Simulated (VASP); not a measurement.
# Se (R-3m) in VASP: a series of runs

The runs below take Se through relaxation of cell and atoms, with r2SCAN.

Program: VASP 6.6.1. These are calculated values, not measurements. Logs are shortened: lines on timing, memory, paths and dates and some standing lists are left out, and cuts for length are marked.

### 1 The structure

It takes space group R-3m (No. 166, trigonal). The conventional cell has a = 3.849 Å, b = 3.849 Å, c = 2.954 Å, α = 90.00°, β = 90.00°, γ = 120.00°. Se (site symmetry -3m) has 6 Se at 2.43 Å as nearest neighbours.

This isn't the form of Se at room conditions, which is trigonal, of chains.

### 2 Relaxation of cell and atoms, r2SCAN, target pressure 110 GPa, at which the enthalpy is minimised

File INCAR:

```
SYSTEM = Se
  PREC = Accurate
  ENCUT = 600
  EDIFF = 1E-7
  ISMEAR = 1
  SIGMA = 0.1
  LREAL = .FALSE.
  LASPH = .TRUE.
  NELM = 80
  ALGO = Normal
  ISIF = 3
  LWAVE = .FALSE.
  LCHARG = .FALSE.
  METAGGA = R2SCAN
  LMIXTAU = .TRUE.
  IBRION = 2
  NSW = 90
  EDIFFG = -0.005
  PSTRESS = 1100.0
```

File KPOINTS:

```
Automatic mesh
0
G
  17 17 17
  0 0 0
```

File POSCAR:

```
Se                                      
1.0
    1.9244445044      1.1110785527      0.9845067060
   -1.9244445044      1.1110785527      0.9845067060
    0.0000000000     -2.2221571054      0.9845067060
  Se            
     1
Direct
     0.0000000000000000    0.0000000000000000    0.0000000000000000
```

Potentials or basis: VASP PAW PBE potentials, release 64 (Se).

The run is started by

```console
$ cat potpaw_PBE.64/Se/POTCAR > POTCAR
$ mpirun -np 1 vasp_std > vasp.out
```

OUTCAR:

```text
SYSTEM = Se
   PREC = Accurate
   ENCUT = 600
   EDIFF = 1E-7
   ISMEAR = 1
   LREAL = .FALSE.
   LASPH = .TRUE.
   NELM = 80
   ISIF = 3
   METAGGA = R2SCAN
   IBRION = 2
   NSW = 90
   EDIFFG = -0.005
   PSTRESS = 1100.0

 ion  position               nearest neighbor table
   1  0.000  0.000  0.000-

  LATTYP: Found a trigonal (rhomboedric) cell.
 ALAT       =     2.4304805399
 COS(alpha) =    -0.2538814657

  Lattice vectors:

 A1 = (   1.9244445044,   1.1110785527,   0.9845067060)
 A2 = (  -1.9244445044,   1.1110785527,   0.9845067060)
 A3 = (   0.0000000000,  -2.2221571054,   0.9845067060)

Analysis of symmetry for initial positions (statically):
=====================================================================
 Subroutine PRICEL returns:
 Original cell was already a primitive cell.

 Routine SETGRP: Setting up the symmetry group for a
 trigonal (rhombohedral) supercell.

 Subroutine GETGRP returns: Found 12 space group operations
 (whereof 12 operations were pure point group operations)
 out of a pool of 12 trial point group operations.

The static configuration has the point symmetry D_3d.

Analysis of symmetry for dynamics (positions and initial velocities):
=====================================================================
 Subroutine PRICEL returns:
 Original cell was already a primitive cell.

 Routine SETGRP: Setting up the symmetry group for a
 trigonal (rhombohedral) supercell.

 Subroutine GETGRP returns: Found 12 space group operations
 (whereof 12 operations were pure point group operations)
 out of a pool of 12 trial point group operations.

The dynamic configuration has the point symmetry D_3d.

 Subroutine INISYM returns: Found 12 space group operations
 (whereof 12 operations are pure point group operations),
 and found     1 'primitive' translations

----------------------------------------------------------------------------------------

                                     Primitive cell

  volume of cell :      12.6305

  direct lattice vectors                    reciprocal lattice vectors
     1.924444504  1.111078553  0.984506706     0.259815234  0.150004396  0.338579038
    -1.924444504  1.111078553  0.984506706    -0.259815234  0.150004396  0.338579038
     0.000000000 -2.222157105  0.984506706     0.000000000 -0.300008791  0.338579038

  length of vectors
     2.430480540  2.430480540  2.430480540     0.452372678  0.452372678  0.452372678

  position of ions in fractional coordinates (direct lattice)
     0.000000000  0.000000000  0.000000000

  ion indices of the primitive-cell ions
   primitive index   ion index
[... 81 lines left out ...]
   POTIM  = 0.5000    time-step for ionic-motion
   TEBEG  =    0.0;   TEEND  =   0.0 temperature during run
   PSTRESS= 1100.0 pullay stress
   NELECT =       6.0000    total number of electrons
   NUPDOWN=      -1.0000    fix difference up-down
   EMIN   =  10.00;   EMAX   =-10.00  energy-range for DOS
   EFERMI =   0.00;   METHOD = LEGACY
   ISMEAR =     1;   SIGMA  =   0.10  broadening in eV -4-tet -1-fermi 0-gaus
   EFERMI_NEDOS =   21; number of points for ismear=-14 and -15
   IALGO  =     38    algorithm
   IMIX   =      4    mixing-type and parameters
     AMIX     =   0.40;   BMIX     =  1.00
     AMIX_MAG =   1.60;   BMIX_MAG =  1.00
  volume/ion in A,a.u.               =      12.63        85.23
  Fermi-wavevector in a.u.,A,eV,Ry     =   1.277375  2.413890 22.200462  1.631688
  Thomas-Fermi vector in A             =   2.409979
   LORBIT       =      0    0 simple, 1 ext, 2 COOP (PROOUT), +10 PAW based schemes
   METAGGA = R2SCAN    functional components
   LHFCALC =     F    Hartree Fock is set to
   AEXX    =    0.0000 exact exchange contribution
   IVDW    =     0    specifies the selected vdW correction
   LEPSILON=     F    determine dielectric tensor
   LRPA    =     F    only Hartree local field effects (RPA)
 conjugate gradient relaxation of ions
 non-spin polarized calculation
 Methfessel and Paxton  Order N= 1 SIGMA  =   0.10
  energy-cutoff  :      600.00
  volume of cell :       12.63
 maximum number of plane-waves:       441
   NGX =  9   NGY =  9   NGZ =  9

 number of electron       6.0000000 magnetization

 Free energy of the ion-electron system (eV)
  ---------------------------------------------------
  ext. energy  EPLUGINS =         0.00000000
  ---------------------------------------------------
  free energy    TOTEN  =       -12.05315169 eV

  energy without entropy =      -12.05312563  energy(sigma->0) =      -12.05314300

 E-fermi :  12.7045     XC(G=0): -13.5697

 val. band max:       12.6929348899   @ k =  -0.1176  -0.2353   0.0588
 cond. band min:      12.7279966828   @ k =   0.4706   0.2353   0.1176
 fundamental gap:      0.0350617929
 Fermi energy:        12.7045315288

 k-point     1 :       0.0000    0.0000    0.0000
  band No.  band energies     occupation
      1     -10.2855      2.00000
      2      16.2987      0.00000
      3      19.2135      0.00000
      4      19.2135      0.00000
      5      23.5607      0.00000
      6      23.5607      0.00000
      7      27.7005      0.00000
[... 221 lines left out ...]
 k-point    24 :      -0.1176    0.0588   -0.0000
  band No.  band energies     occupation
      1      -9.8925      2.00000
      2      14.5626     -0.00000
      3      17.6143      0.00000
      4      19.0385      0.00000
      5      24.0052      0.00000
      6      26.1013      0.00000
      7      26.7335      0.00000

 [... further k-points ...]

------------------------ aborting loop because EDIFF is reached ----------------------------------------

  FORCE on cell =-STRESS in cart. coord.  units (eV):
  Direction    XX          YY          ZZ          XY          YZ          ZX
  --------------------------------------------------------------------------------------
  -------------------------------------------------------------------------------------
  Total        8.6761222      8.6761222      8.6702920      0.0000000      0.0000000     -0.0000000
  in kB     1100.5661693   1100.5661694   1099.8266096      0.0000000      0.0000000     -0.0000000
  external PRESSURE =       0.3196494 kB  Pullay stress =    1100.0000000 kB

 VOLUME and BASIS-vectors are now :
 -----------------------------------------------------------------------------
  energy-cutoff  :      600.00
  volume of cell :       12.63
      direct lattice vectors                 reciprocal lattice vectors
     1.924444504  1.111078553  0.984506706     0.259815234  0.150004396  0.338579038
    -1.924444504  1.111078553  0.984506706    -0.259815234  0.150004396  0.338579038
     0.000000000 -2.222157105  0.984506706     0.000000000 -0.300008791  0.338579038

 POSITION                                       TOTAL-FORCE (eV/Angst)
 -----------------------------------------------------------------------------------
      0.00000      0.00000      0.00000         0.000000      0.000000     -0.000000
 -----------------------------------------------------------------------------------
    total drift:                                0.000000     -0.000000      0.000000

  FREE ENERGIE OF THE ION-ELECTRON SYSTEM (eV)
  ---------------------------------------------------
  free  energy   TOTEN  =       -12.0531516862 eV

  energy  without entropy=      -12.0531256312  energy(sigma->0) =      -12.05314300

  enthalpy is  TOTEN    =        -3.3814927563 eV   P V=        8.6716589300

 reached required accuracy - stopping structural energy minimisation
```

CONTCAR:

```text
Se
   1.00000000000000
     1.9244445044000000    1.1110785527000000    0.9845067060000000
    -1.9244445044000000    1.1110785527000000    0.9845067060000000
     0.0000000000000000   -2.2221571054000000    0.9845067060000000
  Se
     1
Direct
     0.0000000000000000    0.0000000000000000    0.0000000000000000

  0.00000000E+00  0.00000000E+00  0.00000000E+00
```

Wall time 2.1 min (1 thread of Intel Xeon 6975P-C (Granite Rapids), shared host); peak memory 0.17 GiB.

Results:

- Free energy: -12.0532 eV
- Pressure after relaxing: 110.0 GPa
- Band gap on the k mesh: none (metal or under the smearing width)

Final structure:
```
Se
1.0
     1.92444    1.11108    0.98451
    -1.92444    1.11108    0.98451
     0.00000   -2.22216    0.98451
Se
1
Direct
  0.00000 0.00000 0.00000
```

Caveat: the relaxation stopped at its first step, so nothing moved; the cell is relaxed towards a set pressure, so the enthalpy falls and the energy may rise; the PAW data sets were made with another functional, which shifts forces and pressure a little.

### 3 Relaxation of cell and atoms, r2SCAN, target pressure 94 GPa, at which the enthalpy is minimised

This run uses another cell than the first one, of 11.32 Å³/atom, 0.896 times its volume.

File INCAR:

```
SYSTEM = Se
PREC     = Accurate       ! precision mode
ENCUT    = 600            ! plane-wave cutoff, eV
EDIFF    = 1E-6           ! SCF threshold, eV
ISMEAR   = 1              ! smearing method
SIGMA    = 0.1            ! smearing width, eV
LREAL    = .False.        ! projectors in reciprocal space
LASPH    = .True.         ! aspherical terms in the spheres
NELM     = 80             ! most SCF steps
ALGO     = Normal         ! electronic algorithm
ISIF     = 3              ! what is computed and relaxed
LWAVE    = .False.        ! write WAVECAR
LCHARG   = .False.        ! write CHGCAR
METAGGA  = R2SCAN         ! meta-GGA
LMIXTAU  = .True.       
IBRION   = 2              ! ionic algorithm
NSW      = 90             ! ionic steps
EDIFFG   = -0.01          ! ionic threshold
PSTRESS  = 940.0
```

File KPOINTS:

```
Automatic mesh
0
Gamma
  17 17 17
  0 0 0
```

File POSCAR:

```
Se
1.0
    1.9250000000      1.1113992682      0.8816666667
   -1.9250000000      1.1113992682      0.8816666667
    0.0000000000     -2.2227985364      0.8816666667
Se
1
Direct
    0.0000000000      0.0000000000      0.0000000000
```

Potentials or basis: VASP PAW PBE potentials, release 64 (Se).

The run is started by

```console
$ cat potpaw_PBE.64/Se/POTCAR > POTCAR
$ mpirun -np 1 vasp_std > vasp.out
```

OUTCAR:

```text
SYSTEM = Se
   PREC = Accurate
   ENCUT = 600
   EDIFF = 1E-6
   ISMEAR = 1
   LREAL = .False.
   LASPH = .True.
   NELM = 80
   ISIF = 3
   METAGGA = R2SCAN
   IBRION = 2
   NSW = 90
   EDIFFG = -0.01
   PSTRESS = 940.0

 ion  position               nearest neighbor table
   1  0.000  0.000  0.000-

  LATTYP: Found a trigonal (rhomboedric) cell.
 ALAT       =     2.3912694211
 COS(alpha) =    -0.2960878603

  Lattice vectors:

 A1 = (   1.9250000000,   1.1113992682,   0.8816666667)
 A2 = (  -1.9250000000,   1.1113992682,   0.8816666667)
 A3 = (   0.0000000000,  -2.2227985364,   0.8816666667)

Analysis of symmetry for initial positions (statically):
=====================================================================
[... 225 lines left out ...]
      6      16.5765      0.00000
      7      16.5765      0.00000
[... 299 lines left out ...]
  energy  without entropy=      -12.4490894461  energy(sigma->0) =      -12.44903668

  enthalpy is  TOTEN    =        -4.5909535169 eV   P V=        7.8580567788

[... ionic steps 4 to 12 ...]

--------------------------------------- Ionic step       13  -------------------------------------------

 number of electron       5.9999998 magnetization

------------------------ aborting loop because EDIFF is reached ----------------------------------------
[... 69 lines left out ...]
--------------------------------------- Ionic step       15  -------------------------------------------

 number of electron       5.9999998 magnetization

 Free energy of the ion-electron system (eV)
  ---------------------------------------------------
  ext. energy  EPLUGINS =         0.00000000
  ---------------------------------------------------
  free energy    TOTEN  =       -12.35771071 eV

  energy without entropy =      -12.35767486  energy(sigma->0) =      -12.35769876

 E-fermi :  12.0472     XC(G=0): -13.3564

 val. band max:       12.0470537481   @ k =   0.4706   0.1176   0.0000
 cond. band min:      12.1308732249   @ k =  -0.1765   0.0588   0.0588
 fundamental gap:      0.0838194768
 Fermi energy:        12.0472458788

 k-point     1 :       0.0000    0.0000    0.0000
  band No.  band energies     occupation
      1     -10.3963      2.00000
      2      15.3487      0.00000
      3      18.1944      0.00000
      4      18.1944      0.00000
      5      22.7637      0.00000
      6      22.7637      0.00000
      7      26.7266      0.00000
[... 262 lines left out ...]
  energy  without entropy=      -12.3576748619  energy(sigma->0) =      -12.35769876

  enthalpy is  TOTEN    =        -4.6657610917 eV   P V=        7.6919496133

 reached required accuracy - stopping structural energy minimisation
```

OSZICAR:

```text
N       E                     dE             d eps       ncg     rms          rms(c)
DAV:   1     0.211462743107E+01    0.21146E+01   -0.39413E+03  7049   0.918E+02
DAV:   2    -0.117879881339E+02   -0.13903E+02   -0.13383E+02  9730   0.969E+01
DAV:   3    -0.119063759339E+02   -0.11839E+00   -0.11809E+00  7987   0.101E+01
[... 147 lines left out ...]
DAV:   1    -0.123577186691E+02    0.19621E-02   -0.33429E-03  8344   0.379E-01    0.420E-02
DAV:   2    -0.123577078300E+02    0.10839E-04   -0.67807E-05  8015   0.758E-02    0.190E-02
DAV:   3    -0.123577095229E+02   -0.16928E-05   -0.21243E-05  8869   0.450E-02    0.348E-03
DAV:   4    -0.123577116882E+02   -0.21653E-05   -0.28558E-06  7896   0.159E-02    0.161E-03
DAV:   5    -0.123577107051E+02    0.98308E-06   -0.17494E-06  6482   0.120E-02
  15 F= -.46657611E+01 E0= -.46657491E+01  d E =-.303398E-04
```

Wall time 13 min (1 thread of Intel Xeon 6975P-C (Granite Rapids), shared host); peak memory 0.17 GiB.

What came out:

```
Free energy                                            : -12.3577 eV
Relaxed volume                                         : 13.11 Å³/atom
Relaxed cell                                           : a = 2.458 Å, b = 2.458 Å, c = 2.458 Å, α = 104.54°, β = 104.54°, γ = 104.54°
Space group after relaxing (to 0.05 Å)                 : R-3m (No. 166)
Energy change on relaxing (the enthalpy is what falls) : -1427.1 meV/atom
Ionic steps                                            : 15
Pressure after relaxing                                : 94.1 GPa
Band gap on the k mesh                                 : none (metal or under the smearing width)
```

The path:
```tsv
step	energy change (eV)	largest force (eV/Å)	pressure (GPa)	volume (Å³)
1	0.0000	0.0000	162.60	11.32
2	-2.7149	0.0000	-3.26	21.26
3	-1.5184	0.0000	81.14	13.39
4	-1.3047	0.0000	92.76	13.00
5	-1.2818	0.0000	94.00	12.96
6	-1.3144	0.0000	93.47	12.99
7	-1.3878	0.0000	95.75	13.04
8	-1.3855	0.0000	97.75	13.05
9	-1.3896	0.0000	96.20	13.05
10	-1.3893	0.0000	96.05	13.05
11	-1.6447	0.0000	82.97	13.51
12	-1.4268	0.0000	94.11	13.11
13	-1.4257	0.0000	94.16	13.11
14	-1.4291	0.0000	93.78	13.11
15	-1.4271	0.0000	94.06	13.11
```

Final structure:
```
CELL_PARAMETERS angstrom
1.94417 1.12247 1.00129
-1.94417 1.12247 1.00129
0.00000 -2.24493 1.00129
ATOMIC_POSITIONS crystal
Se 0.00000 0.00000 0.00000
```

Levels at points of the mesh, in eV from the Fermi level:
| k point | band 1 | band 2 | band 3 | band 4 | band 5 | band 6 | band 7 |
| --- | --- | --- | --- | --- | --- | --- | --- |
| (0.00, 0.00, 0.00) | -22.44 | 3.30 | 6.15 | 6.15 | 10.72 | 10.72 | 14.68 |

Caveat: the cell is relaxed towards a set pressure, so the enthalpy falls and the energy may rise; the volume moved by over 15 % at a fixed basis, so the end points are rough; the PAW data sets were made with another functional, which shifts forces and pressure a little. Zero-point motion and thermal expansion aren't in these numbers.

### 4 Relaxation of cell and atoms, r2SCAN, target pressure 94 GPa, at which the enthalpy is minimised

This run uses another cell than the first one, of 13.11 Å³/atom, 1.038 times its volume.

Changes to INCAR since step 3:

```diff
@@ -3,3 +3,3 @@
 ENCUT    = 600            ! plane-wave cutoff, eV
-EDIFF    = 1E-6           ! SCF threshold, eV
+EDIFF    = 1E-7           ! SCF threshold, eV
 ISMEAR   = 1              ! smearing method
@@ -17,3 +17,3 @@
 NSW      = 90             ! ionic steps
-EDIFFG   = -0.01          ! ionic threshold
+EDIFFG   = -0.005         ! ionic threshold
 PSTRESS  = 940.0
```

KPOINTS is that of step 3.

File POSCAR:

```
Se                                      
1.0
    1.9441678972      1.1224658589      1.0012925877
   -1.9441678972      1.1224658589      1.0012925877
    0.0000000000     -2.2449317177      1.0012925877
  Se            
     1
Direct
     0.0000000000000000    0.0000000000000000    0.0000000000000000
```

The run is started by

```console
$ cat potpaw_PBE.64/Se/POTCAR > POTCAR
$ mpirun -np 1 vasp_std > vasp.out
```

It took 1.9 min on 1 thread of Intel Xeon 6975P-C (Granite Rapids), shared host; peak memory 0.17 GiB.

It converged, with:

| Quantity | Value |
| --- | --- |
| Free energy | -12.3583 eV |
| Pressure after relaxing | 94.0 GPa |
| Band gap on the k mesh | none (metal or under the smearing width) |

Final structure:
```yaml
crystal:
  lattice:
    - [1.94417, 1.12247, 1.00129]
    - [-1.94417, 1.12247, 1.00129]
    - [0.00000, -2.24493, 1.00129]
  atoms:
    - { symbol: Se, position: [0.00000, 0.00000, 0.00000] }
```

Levels at points of the mesh, in eV from the Fermi level:
```csv
k point,band 1,band 2,band 3,band 4,band 5,band 6,band 7
"(0.00, 0.00, 0.00)",-22.44,3.30,6.15,6.15,10.72,10.72,14.68
```

Caveat: the relaxation stopped at its first step, so nothing moved; the cell is relaxed towards a set pressure, so the enthalpy falls and the energy may rise; the PAW data sets were made with another functional, which shifts forces and pressure a little.
